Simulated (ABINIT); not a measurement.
# ZrB2 (P6/mmm) in ABINIT: settings compared

One crystal, ZrB2, is run at these levels: LDA, revPBE, BLYP; tasks: equation of state, band structure.

Everything below comes from runs of ABINIT 10.8.3 (patched build). Logs are shortened: lines on timing, memory, paths and dates and some standing lists are left out, and cuts for length are marked. The log counts tension as positive stress, the text compression.

## 1. The crystal as given

It takes space group P6/mmm (No. 191, hexagonal). The conventional cell has a = 3.170 Å, b = 3.170 Å, c = 3.533 Å, α = 90.00°, β = 90.00°, γ = 120.00°. Zr (site symmetry 6/mmm) has 12 B at 2.54 Å as nearest neighbours. B (site symmetry -6m2) is surrounded by 3 B at 1.83 Å.

## 2. Equation of state, LDA

Contents of run.abi:

```
ndtset 7
getwfk -1
scalecart1 3*0.9795861087
scalecart2 3*0.9864848297
scalecart3 3*0.9932883884
scalecart4 3*1.0000000000
scalecart5 3*1.0066227096
scalecart6 3*1.0131594038
scalecart7 3*1.0196128224

pp_dirpath "./"
pseudos "Zr.LDA_PW-JTH.xml, B.LDA_PW-JTH.xml"

acell 3.17 3.17 3.533 Angstrom
rprim
     1.0000000000     0.0000000000     0.0000000000
    -0.5000000000     0.8660254038     0.0000000000
     0.0000000000     0.0000000000     1.0000000000
ntypat 2
znucl 40 5
natom 3
typat 1 2 2
xred
     0.0000000000     0.0000000000     0.0000000000
     0.6666666667     0.3333333333     0.5000000000
     0.3333333333     0.6666666667     0.5000000000

ecut 12.0
pawecutdg 24.0

kptopt 1
ngkpt 10 10 8
nshiftk 1
shiftk 0.0 0.0 0.0

ixc 7

nband 13
occopt 3
tsmear 0.05 eV

nstep 100
tolvrs 1.0e-9

iomode 3
prtwf 1
prtden 0
prteig 0
prtebands 0
enunit 2
```

Potentials or basis: JTH PAW LDA v2.0.

Command:

```console
$ abinit run.abi > log 2>&1
```

run.abo:

```text
.Version 10.8.3 of ABINIT
 DATASET    1 : space group P6/m m m (#191); Bravais hP (primitive hexag.)
================================================================================
 Values of the parameters that define the memory need for DATASET  1.
     intxc =       0    ionmov =       0      iscf =      17    lmnmax =      18
     lnmax =       6     mgfft =      24  mpssoang =       3    mqgrid =    3001
     natom =       3  nloc_mem =       2    nspden =       1   nspinor =       1
    nsppol =       1      nsym =      24    n1xccc =       1    ntypat =       2
    occopt =       3   xclevel =       1
       mpw =         402          nfft =        9600          nkpt =          70
 PAW method is used; the additional fine FFT grid is defined by:
   mgfftf=        30    nfftf =     21870
================================================================================
================================================================================
[... 71 lines left out ...]
 DATASET    7 : space group P6/m m m (#191); Bravais hP (primitive hexag.)
================================================================================
 Values of the parameters that define the memory need for DATASET  7.
     intxc =       0    ionmov =       0      iscf =      17    lmnmax =      18
     lnmax =       6     mgfft =      24  mpssoang =       3    mqgrid =    3001
     natom =       3  nloc_mem =       2    nspden =       1   nspinor =       1
    nsppol =       1      nsym =      24    n1xccc =       1    ntypat =       2
    occopt =       3   xclevel =       1
       mpw =         452          nfft =        9600          nkpt =          70
 PAW method is used; the additional fine FFT grid is defined by:
   mgfftf=        32    nfftf =     28800
================================================================================
================================================================================

--------------------------------------------------------------------------------
------------- Echo of variables that govern the present computation ------------
--------------------------------------------------------------------------------
 -outvars: echo values of preprocessed input variables --------
            acell      5.9904318191E+00  5.9904318191E+00  6.6764024028E+00 Bohr
              amu      9.12240000E+01  1.08110000E+01
             ecut      1.20000000E+01 Hartree
           enunit           2
           getwfk          -1
                       outvar_i_n : Printing only first  50 k-points.
              ixc           7
           jdtset        1    2    3    4    5    6    7
                       outvar_i_n : Printing only first  50 k-points.
         kptrlatt       10    0    0      0   10    0      0    0    8
          kptrlen1     5.23208884E+01
          kptrlen2     5.26893575E+01
          kptrlen3     5.30527439E+01
          kptrlen4     5.34112192E+01
          kptrlen5     5.37649462E+01
          kptrlen6     5.41140790E+01
          kptrlen7     5.44587640E+01
            natom           3
            nband          13
           ndtset           7
            ngfft          20      20      24
          ngfftdg1         27      27      30
          ngfftdg2         30      30      30
          ngfftdg3         30      30      30
          ngfftdg4         30      30      30
          ngfftdg5         30      30      30
          ngfftdg6         30      30      30
          ngfftdg7         30      30      32
             nkpt          70
            nstep         100
             nsym          24
           ntypat           2
                       prtocc : prtvol=0, do not print more k-points.
           occopt           3
        pawecutdg      2.40000000E+01 Hartree
           prtden           0
        prtebands           0
           prteig           0
            rprim1     9.7958610870E-01  0.0000000000E+00  0.0000000000E+00
                      -4.8979305435E-01  8.4834645534E-01  0.0000000000E+00
                       0.0000000000E+00  0.0000000000E+00  9.7958610870E-01
            rprim2     9.8648482970E-01  0.0000000000E+00  0.0000000000E+00
                      -4.9324241485E-01  8.5432092298E-01  0.0000000000E+00
                       0.0000000000E+00  0.0000000000E+00  9.8648482970E-01
            rprim3     9.9328838840E-01  0.0000000000E+00  0.0000000000E+00
                      -4.9664419420E-01  8.6021297765E-01  0.0000000000E+00
                       0.0000000000E+00  0.0000000000E+00  9.9328838840E-01
            rprim4     1.0000000000E+00  0.0000000000E+00  0.0000000000E+00
                      -5.0000000000E-01  8.6602540380E-01  0.0000000000E+00
                       0.0000000000E+00  0.0000000000E+00  1.0000000000E+00
            rprim5     1.0066227096E+00  0.0000000000E+00  0.0000000000E+00
                      -5.0331135480E-01  8.7176083856E-01  0.0000000000E+00
                       0.0000000000E+00  0.0000000000E+00  1.0066227096E+00
            rprim6     1.0131594038E+00  0.0000000000E+00  0.0000000000E+00
                      -5.0657970190E-01  8.7742178179E-01  0.0000000000E+00
                       0.0000000000E+00  0.0000000000E+00  1.0131594038E+00
            rprim7     1.0196128224E+00  0.0000000000E+00  0.0000000000E+00
                      -5.0980641120E-01  8.8301060624E-01  0.0000000000E+00
                       0.0000000000E+00  0.0000000000E+00  1.0196128224E+00
          spgroup         191
           tolvrs      1.00000000E-09
           tsmear      1.83746611E-03 Hartree
            typat      1  2  2
           useylm           1
                       outvars : Printing only first  50 k-points.
           xangst1     0.0000000000E+00  0.0000000000E+00  0.0000000000E+00
                       1.5526439823E+00  8.9641942115E-01  1.7304388610E+00
                      -4.9712755624E-17  1.7928388423E+00  1.7304388610E+00
           xangst2     0.0000000000E+00  0.0000000000E+00  0.0000000000E+00
                       1.5635784551E+00  9.0273244195E-01  1.7426254517E+00
                       1.9938069017E-16  1.8054648839E+00  1.7426254517E+00
           xangst3     0.0000000000E+00  0.0000000000E+00  0.0000000000E+00
                       1.5743620956E+00  9.0895837972E-01  1.7546439381E+00
                      -1.6171895616E-17  1.8179167594E+00  1.7546439381E+00
           xangst4     0.0000000000E+00  0.0000000000E+00  0.0000000000E+00
                       1.5850000000E+00  9.1510017668E-01  1.7665000000E+00
                       1.1787570141E-16  1.8302003534E+00  1.7665000000E+00
           xangst5     0.0000000000E+00  0.0000000000E+00  0.0000000000E+00
                       1.5954969947E+00  9.2116061941E-01  1.7781990165E+00
                       2.3382277870E-16  1.8423212388E+00  1.7781990165E+00
           xangst6     0.0000000000E+00  0.0000000000E+00  0.0000000000E+00
                       1.6058576550E+00  9.2714234942E-01  1.7897460868E+00
[... 10 lines left out ...]
            xcart3     0.0000000000E+00  0.0000000000E+00  0.0000000000E+00
                       2.9751131837E+00  1.7176823975E+00  3.3157964915E+00
                      -3.0560453651E-17  3.4353647950E+00  3.3157964915E+00
            xcart4     0.0000000000E+00  0.0000000000E+00  0.0000000000E+00
                       2.9952159096E+00  1.7292887117E+00  3.3382012014E+00
                       2.2275279257E-16  3.4585774234E+00  3.3382012014E+00
            xcart5     0.0000000000E+00  0.0000000000E+00  0.0000000000E+00
                       3.0150523547E+00  1.7407412887E+00  3.3603091386E+00
                       4.4186101375E-16  3.4814825773E+00  3.3603091386E+00
            xcart6     0.0000000000E+00  0.0000000000E+00  0.0000000000E+00
                       3.0346311652E+00  1.7520451201E+00  3.3821299390E+00
                      -4.5978708111E-17  3.5040902403E+00  3.3821299390E+00
            xcart7     0.0000000000E+00  0.0000000000E+00  0.0000000000E+00
                       3.0539605472E+00  1.7632049441E+00  3.4036727487E+00
                       9.7043712668E-17  3.5264098882E+00  3.4036727487E+00
             xred      0.0000000000E+00  0.0000000000E+00  0.0000000000E+00
                       6.6666666667E-01  3.3333333333E-01  5.0000000000E-01
                       3.3333333333E-01  6.6666666667E-01  5.0000000000E-01
            znucl       40.00000    5.00000

================================================================================

 chkinp: Checking input parameters for consistency, jdtset=   1.

 chkinp: Checking input parameters for consistency, jdtset=   2.
[... 40 lines left out ...]
 getcut: wavevector=  0.0000  0.0000  0.0000  ngfft=  27  27  30
         ecut(hartree)=     24.000   => boxcut(ratio)=   2.01108

--- Pseudopotential description ------------------------------------------------
- pspini: atom type   1  psp file is ./Zr.LDA_PW-JTH.xml
 Pseudopotential format is: paw10
 basis_size (lnmax)=  6 (lmn_size= 18), orbitals=   0   0   1   1   2   2
 Spheres core radius: rc_sph= 2.22030268
 Shapefunction is BESSEL type: shapef(r,l)=aa(1,l)*jl(q(1,l)*r)+aa(2,l)*jl(q(2,l)*r)
 Radius for shape functions =  2.22030268
 Compensation charge density is not taken into account in XC energy/potential

- pspini: atom type   2  psp file is ./B.LDA_PW-JTH.xml
 Pseudopotential format is: paw10
 basis_size (lnmax)=  4 (lmn_size=  8), orbitals=   0   0   1   1
 Spheres core radius: rc_sph= 1.70616958
 Shapefunction is SIN type: shapef(r)=[sin(pi*r/rshp)/(pi*r/rshp)]**2
 Radius for shape functions =  1.40269776
 Compensation charge density is not taken into account in XC energy/potential

   4.23419888E+02                                ecore*ucvol(ha*bohr**3)
--------------------------------------------------------------------------------

[... 1339 lines left out ...]
-Cartesian components of stress tensor (GPa)         [Pressure= -2.2298E+01 GPa]
- sigma(1 1)=  2.29942348E+01  sigma(3 2)=  0.00000000E+00
- sigma(2 2)=  2.29942348E+01  sigma(3 1)=  0.00000000E+00
- sigma(3 3)=  2.09058272E+01  sigma(2 1)=  0.00000000E+00

== END DATASET(S) ==============================================================
================================================================================

 -outvars: echo values of variables after computation  --------
            acell      5.9904318191E+00  5.9904318191E+00  6.6764024028E+00 Bohr
           etotal1    -5.3551569686E+01
           etotal2    -5.3552221775E+01
           etotal3    -5.3552095571E+01
           etotal4    -5.3551233324E+01
           etotal5    -5.3549722693E+01
           etotal6    -5.3547652844E+01
           etotal7    -5.3545035150E+01
            fcart1    -0.0000000000E+00 -0.0000000000E+00 -0.0000000000E+00
                       1.1471452120E-29  4.6361321785E-29 -0.0000000000E+00
                      -1.1471452120E-29 -4.6361321785E-29 -0.0000000000E+00
            fcart2    -3.7970765169E-30 -2.1922431491E-30 -0.0000000000E+00
                      -1.5188306068E-29 -8.7689725964E-30 -0.0000000000E+00
                       1.8985382584E-29  1.0961215746E-29 -0.0000000000E+00
            fcart3    -0.0000000000E+00 -0.0000000000E+00 -0.0000000000E+00
                      -2.2626409962E-29 -1.3063363882E-29 -0.0000000000E+00
                       2.2626409962E-29  1.3063363882E-29 -0.0000000000E+00
            fcart4    -0.0000000000E+00 -0.0000000000E+00 -0.0000000000E+00
[... 52 lines left out ...]
           xangst3     0.0000000000E+00  0.0000000000E+00  0.0000000000E+00
                       1.5743620956E+00  9.0895837972E-01  1.7546439381E+00
                      -1.6171895616E-17  1.8179167594E+00  1.7546439381E+00
           xangst4     0.0000000000E+00  0.0000000000E+00  0.0000000000E+00
                       1.5850000000E+00  9.1510017668E-01  1.7665000000E+00
                       1.1787570141E-16  1.8302003534E+00  1.7665000000E+00
           xangst5     0.0000000000E+00  0.0000000000E+00  0.0000000000E+00
                       1.5954969947E+00  9.2116061941E-01  1.7781990165E+00
                       2.3382277870E-16  1.8423212388E+00  1.7781990165E+00
           xangst6     0.0000000000E+00  0.0000000000E+00  0.0000000000E+00
                       1.6058576550E+00  9.2714234942E-01  1.7897460868E+00
                      -2.4330884503E-17  1.8542846988E+00  1.7897460868E+00
           xangst7     0.0000000000E+00  0.0000000000E+00  0.0000000000E+00
                       1.6160863235E+00  9.3304787393E-01  1.8011460508E+00
                       5.1353321171E-17  1.8660957479E+00  1.8011460508E+00
             xred      0.0000000000E+00  0.0000000000E+00  0.0000000000E+00
                       6.6666666667E-01  3.3333333333E-01  5.0000000000E-01
                       3.3333333333E-01  6.6666666667E-01  5.0000000000E-01
 Calculation completed.
```

Run time: 58 s. Hardware: 1 thread of Arm Neoverse V1, shared host; peak memory 0.11 GiB.

What came out:

* Equilibrium volume: 9.90 Å³/atom
* Bulk modulus at fixed shape and positions: 264 GPa
* Pressure derivative of the bulk modulus: 4.1

Energy against volume, from the lowest point:
```
volume (Å³/atom)  energy (meV/atom)
           9.634               5.91
           9.839               0.00
          10.044               1.14
          10.249               8.97
          10.454              22.67
          10.659              41.44
          10.864              65.19
```

Caveat: the cutoff is too short for stress, so the log's stress isn't used; pressures at fixed basis lie under the slope of the energies; the cell was scaled at fixed shape and fractional positions, which overstates the stiffness of a crystal with free parameters, most of all of layers and chains; the atomic spheres overlap.

## 3. Band structure, revPBE, spin-orbit coupling, no magnetisation

Contents of run.abi:

```
# Datasets: ground state, then fixed potential
ndtset 2

# Pseudopotentials
pp_dirpath "./"
pseudos "Zr.GGA_PBE-JTH.xml, B.GGA_PBE-JTH.xml"

# Structure
acell 3*1.0 Angstrom
rprim
     3.1700000000     0.0000000000     0.0000000000
    -1.5850000000     2.7453005300     0.0000000000
     0.0000000000     0.0000000000     3.5330000000
ntypat 2
znucl 40 5
natom 3
typat 1 2 2
xred
     0.0000000000     0.0000000000     0.0000000000
     0.6666666667     0.3333333333     0.5000000000
     0.3333333333     0.6666666667     0.5000000000

# Plane-wave basis
ecut 462.593566 eV
pawecutdg 34.0

# Exchange and correlation
ixc 14

# Bands and occupations
occopt 3
tsmear 0.05 eV

# Spin
nspinor 2
nspden 1
pawspnorb 1

# SCF cycle
nstep 100

# Output
iomode 3
prtwf 0
prteig 0
prtebands 0
prtden1 1

# Dataset 1
kptopt1 4
ngkpt1 10 10 8
nshiftk1 1
shiftk1 0.0 0.0 0.0
nband1 26
tolvrs1 1.0e-9

# Dataset 2: bands along G-M-K-G-A-L-H-A
iscf2 -2
getden2 1
nband2 34
nbdbuf2 2
tolwfr2 1.0e-12
kptopt2 -7
ndivsm2 5
prteig2 1
prtvol2 -3
kptbounds2
     0.0000000000     0.0000000000     0.0000000000
     0.5000000000     0.0000000000     0.0000000000
     0.3333333333     0.3333333333     0.0000000000
     0.0000000000     0.0000000000     0.0000000000
     0.0000000000     0.0000000000     0.5000000000
     0.5000000000     0.0000000000     0.5000000000
     0.3333333333     0.3333333333     0.5000000000
     0.0000000000     0.0000000000     0.5000000000
```

Potentials or basis: JTH PAW PBE v2.0.

Command:

```console
$ abinit run.abi > log 2>&1
```

It took 2.4 min on 1 thread of Arm Neoverse V1, shared host; peak memory 0.15 GiB.

The run converged. Its results:

| Property | Result |
| --- | --- |
| Free energy | -1449.1521 eV |
| Pressure | 3.3 GPa |
| Band gap on the k mesh | none (metal or under the smearing width) |
| Valence electrons inside the program's atomic spheres | Zr 9.12; B 1.81 |

Stress tensor (GPa, compression positive):
```
2.99 0.00 0.00
0.00 2.99 0.00
0.00 0.00 3.79
```

Levels at the corners of the path, in eV from the Fermi level:
```csv
point,band 14,band 15,band 16,band 17,band 18,band 19,band 20,band 21,band 22,band 23
Γ,-2.53,-2.50,-2.50,-2.27,-2.27,3.45,3.45,3.51,3.51,4.23
M,-3.82,-2.97,-2.97,-2.60,-2.60,2.32,2.32,2.38,2.38,4.98
K,-6.83,-2.38,-2.38,-2.36,-2.36,1.61,1.61,1.67,1.67,3.24
Γ,-2.53,-2.50,-2.50,-2.27,-2.27,3.45,3.45,3.51,3.51,4.23
A,-0.87,-0.87,-0.87,0.39,0.39,0.43,0.43,0.82,0.82,0.91
L,-4.53,-4.05,-4.05,-1.94,-1.94,3.83,3.83,4.14,4.14,5.37
H,-4.85,-2.66,-2.66,-2.55,-2.55,4.18,4.18,6.07,6.07,6.12
A,-0.87,-0.87,-0.87,0.39,0.39,0.43,0.43,0.82,0.82,0.91
```

Caveat: the PAW data sets were made with another functional, which shifts forces and pressure a little.

## 4. Band structure, BLYP

Edit run.abi of step 3 so:

```diff
@@ -8,7 +8,7 @@
 # Structure
-acell 3*1.0 Angstrom
+acell 3*1.0
 rprim
-     3.1700000000     0.0000000000     0.0000000000
-    -1.5850000000     2.7453005300     0.0000000000
-     0.0000000000     0.0000000000     3.5330000000
+     5.9904318151     0.0000000000     0.0000000000
+    -2.9952159075     5.1878661315     0.0000000000
+     0.0000000000     0.0000000000     6.6764023983
 ntypat 2
@@ -23,3 +23,3 @@
 # Plane-wave basis
-ecut 462.593566 eV
+ecut 17.0
 pawecutdg 34.0
@@ -27,3 +27,3 @@
 # Exchange and correlation
-ixc 14
+ixc -106131
 
@@ -32,7 +32,2 @@
 tsmear 0.05 eV
-
-# Spin
-nspinor 2
-nspden 1
-pawspnorb 1
 
@@ -46,2 +41,3 @@
 prtebands 0
+enunit 1
 prtden1 1
@@ -49,3 +45,3 @@
 # Dataset 1
-kptopt1 4
+kptopt1 1
 ngkpt1 10 10 8
@@ -53,3 +49,3 @@
 shiftk1 0.0 0.0 0.0
-nband1 26
+nband1 13
 tolvrs1 1.0e-9
@@ -59,3 +55,3 @@
 getden2 1
-nband2 34
+nband2 17
 nbdbuf2 2
@@ -63,5 +59,4 @@
 kptopt2 -7
-ndivsm2 5
+ndivsm2 6
 prteig2 1
-prtvol2 -3
 kptbounds2
```

Command:

```console
$ abinit run.abi > log 2>&1
```

Wall time 34 s (1 thread of Arm Neoverse V1, shared host); peak memory 0.11 GiB.

It converged, with:

```yaml
Free_energy: -1448.7998 eV
Pressure: 7.1 GPa
Band_gap_on_the_k_mesh: none (metal or under the smearing width)
Valence_electrons_inside_the_program's_atomic_spheres: Zr 9.15; B 1.85
```

Stress tensor (GPa, compression positive):
```
 5.32  0.00  0.00
 0.00  5.32  0.00
 0.00  0.00 10.60
```

Levels at the corners of the path, in eV from the Fermi level:
```csv
point,band 6,band 7,band 8,band 9,band 10,band 11,band 12,band 13
Γ,-2.60,-2.60,-2.39,-2.27,3.38,3.38,4.08,4.08
M,-8.43,-3.81,-3.01,-2.51,2.28,2.33,4.82,4.92
K,-7.70,-6.71,-2.37,-2.37,1.61,1.61,3.16,8.37
Γ,-2.60,-2.60,-2.39,-2.27,3.38,3.38,4.08,4.08
A,-6.77,-0.98,-0.98,0.43,0.43,0.81,0.81,1.83
L,-6.89,-4.54,-3.99,-1.87,3.72,4.29,5.17,6.13
H,-8.65,-4.79,-2.56,-2.56,4.04,5.93,5.93,6.46
A,-6.77,-0.98,-0.98,0.43,0.43,0.81,0.81,1.83
```

Caveat: the PAW data sets were made with another functional, which shifts forces and pressure a little.

## 5. Summary

```tsv
task	level	potentials or basis	spin	cutoff (eV)	fine-grid cutoff	gap on the mesh (eV)	pressure (GPa)
equation of state	LDA	JTH PAW LDA v2.0	off	327	653.073 eV	-	-
band structure	revPBE	JTH PAW PBE v2.0	SOC, no magnetisation	463	925.187 eV	none	3.3
band structure	BLYP	JTH PAW PBE v2.0	off	463	925.187 eV	none	7.1
```

Alike in all rows: cell as given; k mesh 10 × 10 × 8; smearing fermi-dirac 0.05 eV.

Caveats: the PAW data sets were made with another functional, which shifts forces and pressure a little (some runs); pressures at fixed basis lie under the slope of the energies (some runs); the cell was scaled at fixed shape and fractional positions, which overstates the stiffness of a crystal with free parameters, most of all of layers and chains (some runs); the atomic spheres overlap (some runs).

Total energies depend on the potentials used, so only differences within one code and one set of settings carry meaning.
